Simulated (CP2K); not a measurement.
Runs of CP2K 2026.2 on TiO2. The structure is trigonal, space group R-3m (No. 166). The conventional cell has a = 2.995 Å, b = 2.995 Å, c = 20.945 Å, α = 90.00°, β = 90.00°, γ = 120.00°. Around Ti (site symmetry -3m) lie 6 O at 1.98 Å. O (site symmetry 3m) is surrounded by 3 Ti at 1.98 Å. Measurements of this composition are mostly on another form, of space group No. 141.

```tsv
task	level	potentials or basis	cell	k mesh	smearing	EPS_DEFAULT	NGRIDS	EXTRAPOLATION	optimiser	most steps	gap on the mesh (eV)	pressure (GPa)	largest force (eV/Å)
relaxation of cell and atoms	LDA	GTH_POTENTIALS Ti GTH-PADE-q12, O GTH-PADE-q6; TZVP-MOLOPT-PBE-GTH basis	relaxed	8 × 8 × 8	fermi-dirac 0.01 eV	1.0E-9	4	USE_PREV_P	BFGS	40	2.80	-0.1	0.04
band structure	TASK	POTENTIAL_UZH Ti GTH-SCAN-q12, O GTH-SCAN-q6; TZVP-MOLOPT-SCAN-GTH basis	as given	10 × 10 × 10	fermi-dirac 0.01 eV	1.0E-10	4	-	-	-	3.49	3.4	(c)
band structure	LDA	GTH_POTENTIALS Ti GTH-PADE-q12, O GTH-PADE-q6; TZVP-MOLOPT-PBE-GTH basis	as given	10 × 10 × 10	fermi-dirac 0.01 eV	1.0E-9	4	-	-	-	2.61	-7.4	0.78
band structure	SCAN	POTENTIAL_UZH Ti GTH-SCAN-q12, O GTH-SCAN-q6; TZVP-MOLOPT-SCAN-GTH basis	as given	10 × 10 × 10	fermi-dirac 0.0259 eV	1.0E-9	4	-	-	-	3.04	(b)	0.48
relaxation of cell and atoms	LDA	GTH_POTENTIALS Ti GTH-PADE-q12, O GTH-PADE-q6; TZVP-MOLOPT-PBE-GTH basis	relaxed	8 × 8 × 8	fermi-dirac 0.01 eV	1.0E-9	5	USE_PREV_P	BFGS	40	(a)	0.0	0.09
band structure	r2SCAN	POTENTIAL_UZH Ti GTH-SCAN-q12, O GTH-SCAN-q6; TZVP-MOLOPT-SCAN-GTH basis	as given	10 × 10 × 10	fermi-dirac 0.05 eV	1.0E-10	4	-	-	-	3.03	-2.9	0.43
band structure	r2SCAN	POTENTIAL_UZH Ti GTH-SCAN-q12, O GTH-SCAN-q6; TZVP-MOLOPT-SCAN-GTH basis	as given	10 × 10 × 10	fermi-dirac 0.05 eV	1.0E-9	4	-	-	-	3.03	-2.9	0.43
```

Alike in all rows: no spin polarisation.

Task: Estimate the missing entries.

Result: (a) 2.79; (b) -3.3; (c) 0.22.

Caveats: the basis of atomic orbitals isn't converged, which shifts pressures, moduli and gaps; more than 0.5 GPa of stress was left at the end, so the final cell isn't listed (some runs); the potentials were made for another functional, which shifts forces and pressure (some runs).

A k mesh can miss the band edges.

Not every run made on this cell is shown here.
